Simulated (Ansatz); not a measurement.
Theory: DFT PBE, scalar-relativistic, plane waves, PAW in Ansatz. All cells share a 420 eV cutoff and Γ-centred k meshes spaced at most about 0.3 Å⁻¹ (about 0.25 or finer for metals, 2π included). No spin polarisation.

All energies are static (0 K, no zero-point motion).

Compare these two cells of Mg7Se, each relaxed at this level.

A.

```
CELL_PARAMETERS angstrom
6.38007 0.00000 0.00000
0.00000 6.38007 0.00000
0.00000 0.00000 4.62987
ATOMIC_POSITIONS crystal
Mg 0.26204 0.26204 0.08501
Mg 0.73796 0.73796 0.08501
Mg 0.73796 0.26204 0.08501
Mg 0.26204 0.73796 0.08501
Mg 0.50000 0.00000 0.58789
Mg 0.00000 0.50000 0.58789
Mg 0.50000 0.50000 0.59230
Se 0.00000 0.00000 0.78640
```

B.

```
CELL_PARAMETERS angstrom
0.00000 4.46937 4.46937
4.46937 0.00000 4.46937
4.46937 4.46937 0.00000
ATOMIC_POSITIONS crystal
Mg 0.00000 0.00000 0.50000
Mg 0.50000 0.00000 0.50000
Mg 0.00000 0.50000 0.50000
Mg 0.50000 0.50000 0.00000
Mg 0.00000 0.50000 0.00000
Mg 0.50000 0.00000 0.00000
Mg 0.50000 0.50000 0.50000
Se 0.00000 0.00000 0.00000
```

Question: Which is lower in energy, and by how much?

Answer: B is lower, by 27 meV/atom. A has space group P4mm (No. 99), 23.6 Å³/atom and no gap on its mesh; B has space group Fm-3m (No. 225), 22.3 Å³/atom and no gap. Counting Mg atoms around Se (those within 1.25 times the shortest such distance or 1.15 times the sum of covalent radii; a plus sign parts nearer from farther groups; the shortest distance is added where it is long for a bond), A has Se 4+4 and B has Se 12 from 3.2 Å. The denser one is the lower, and pressure would at first widen the difference. In A, around Mg on a site of symmetry m lie 1 Se at 2.74 Å and 10 Mg at 3.04–3.34 Å; Mg on a site of symmetry 2mm is surrounded by 10 Mg at 3.19–3.24 Å and 2 Se at 3.32 Å; around Se lie 4 Mg at 2.74 Å and 4 Mg at 3.32 Å; 1 more site not described. In B, around Mg on a site of symmetry mmm lie 10 Mg at 3.16 Å and 2 Se at 3.16 Å; Mg on a site of symmetry m-3m has 12 Mg at 3.16 Å; around Se lie 12 Mg at 3.16 Å. Both come from invented guesses.

For metals, differences of a few meV/atom aren't resolved. Cells relaxed within their symmetry can be saddle points.
